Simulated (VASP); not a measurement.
Write an ASE script for VASP 6.6.1 that does the following.

- Task: density of states
- Functional: PW91
- Potentials or basis: VASP PAW PBE potentials, release 64 (Y_sv, N)
- Cutoff: 520 eV
- k mesh: 9 × 9 × 9
- Occupations: gaussian, width 0.05 eV
- Spin: no spin polarisation
- Further INCAR settings: ALGO = Fast; EDIFF = 1.00e-06; NBANDS = 15

The structure of YN lies in POSCAR:

```
YN
1.0
    0.0000000000      2.4385000000      2.4385000000
    2.4385000000      0.0000000000      2.4385000000
    2.4385000000      2.4385000000      0.0000000000
Y N
1 1
Direct
    0.0000000000      0.0000000000      0.0000000000
    0.5000000000      0.5000000000      0.5000000000
```

One way to write it, as run:

run.py

```python
from ase.calculators.vasp import Vasp
from ase.dft.dos import DOS
from ase.io import read

atoms = read('POSCAR')
calc = Vasp(
    directory='calc',
    pp='PBE',
    setups='recommended',
    prec='Accurate',
    encut=520,
    ediff=1e-06,
    ismear=0,
    sigma=0.05,
    lreal=False,
    lasph=True,
    nelm=80,
    algo='Fast',
    isif=2,
    lwave=False,
    lcharg=False,
    lmaxmix=4,
    gga='91',
    lorbit=11,
    kpts=[9, 9, 9],
    gamma=True,
    nbands=15,
)
atoms.calc = calc

print('energy (eV):', atoms.get_potential_energy())
print('free energy (eV):', atoms.get_potential_energy(force_consistent=True))
print('forces (eV/A):')
print(atoms.get_forces())
print('stress (eV/A^3, Voigt):', atoms.get_stress())
print('Fermi level (eV):', calc.get_fermi_level())
dos = DOS(calc, width=0.1, window=(-10, 10), npts=201)
print('E - E_F (eV), DOS (1/eV)')
for e, g in zip(dos.get_energies(), dos.get_dos()):
    print(f'{e:8.3f} {g:10.4f}')
```

Potentials or basis: VASP PAW PBE potentials, release 64 (Y_sv, N).

Command:

```bash
$ python run.py
```

Results of the run:

```yaml
Pressure: 2.7 GPa
Band_gap_on_the_k_mesh: 0.24 eV, indirect (least direct gap 0.64 eV)
Valence_electrons_inside_the_program's_atomic_spheres: Y 9.91; N 3.67
```

Caveat: the PAW data sets were made with another functional, which shifts forces and pressure a little; an odd mesh through Γ misses points on the zone boundary, where band edges often lie.

It took 17 s on 1 thread of Intel(R) Xeon(R) 6975P-C (Granite Rapids) (shared host), peak memory 0.17 GiB.
